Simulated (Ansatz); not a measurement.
Results of BLYP (plane waves, PAW; Ansatz, a quantum-chemistry and plane-wave program) for cubic perovskite CsPbI3 (cubic high-temperature phase).

Numerical settings: plane-wave cutoff 520 eV, 6×6×6 k mesh, Fermi–Dirac smearing 0.01 eV, scalar-relativistic PAW data made under PBE.

Computed at the level's own relaxed cell.

Q: Give the computed direct gap at Γ, lattice constant a, band gap and bulk modulus.

A: 
direct gap at Γ: 4.12 eV
lattice constant a: 6.569 Å
band gap: 1.72 eV
bulk modulus: 12.2 GPa

Note: the cell is over a tenth larger than the published one: the level's own overestimate first of all, though another phase or state, or a fault of the published cell, is possible; the relaxation could not lower the start's symmetry, so the cell can be a saddle point above a distorted one.

Spin–orbit coupling is not included; with these elements it can move the gap by several tenths of an eV or more.

Computed values are for the static lattice.
